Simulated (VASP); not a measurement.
Set up this calculation in VASP 6.6.1, as the native input.

* Task: relaxation of cell and atoms
* Functional: r2SCAN
* Potentials or basis: VASP PAW PBE potentials, release 64 (Pb_d, F)
* Cutoff: 600 eV
* k mesh: 8 × 8 × 8
* Occupations: gaussian, width 0.03 eV
* Spin: no spin polarisation
* Further INCAR settings: ALGO = Normal; EDIFF = 1e-06; IBRION = 2; EDIFFG = -0.01; NSW = 90; ISIF = 3

The structure of PbF2 (Fluorocronite) lies in POSCAR:

```
PbF2
1.0
    0.0000000000      2.9636600000      2.9636600000
    2.9636600000      0.0000000000      2.9636600000
    2.9636600000      2.9636600000      0.0000000000
Pb F
1 2
Direct
    0.0000000000      0.0000000000      0.0000000000
    0.2500000000      0.2500000000      0.2500000000
    0.7500000000      0.7500000000      0.7500000000
```

These files were run (other wordings do the same):

INCAR

```
SYSTEM = PbF2
  PREC = Accurate
  ENCUT = 600
  EDIFF = 1E-6
  ISMEAR = 0
  SIGMA = 0.03
  LREAL = .FALSE.
  LASPH = .TRUE.
  NELM = 80
  ALGO = Normal
  ISIF = 3
  LWAVE = .FALSE.
  LCHARG = .FALSE.
  METAGGA = R2SCAN
  LMIXTAU = .TRUE.
  IBRION = 2
  NSW = 90
  EDIFFG = -0.01
```

KPOINTS

```
Automatic mesh
0
G
  8 8 8
  0 0 0
```

Potentials or basis: VASP PAW PBE potentials, release 64 (Pb_d, F).

Launch:

```bash
$ cat potpaw_PBE.64/Pb_d/POTCAR potpaw_PBE.64/F/POTCAR > POTCAR
$ mpirun -np 1 vasp_std > vasp.out
```

Results of the run:

```json
{
  "Relaxed volume": "17.26 Å³/atom",
  "Relaxed cell": "a = 4.183 Å, b = 4.183 Å, c = 4.183 Å, α = 60.00°, β = 60.00°, γ = 60.00°",
  "Space group after relaxing (to 0.05 Å)": "Fm-3m (No. 225)",
  "Energy gained by relaxing": "0.1 meV/atom",
  "Ionic steps": "2",
  "Pressure after relaxing": "0.1 GPa",
  "Band gap on the k mesh": "4.93 eV, indirect (least direct gap 5.08 eV)"
}
```

Caveat: the PAW data sets were made with another functional, which shifts forces and pressure a little; spin-orbit coupling is left out, which as a rule narrows the gap of such compounds by several tenths of an eV.

Run time: 3.7 min on 1 thread of AMD EPYC 9R45 96-Core Processor (Zen 5), on a shared host, peak memory 0.2 GiB.
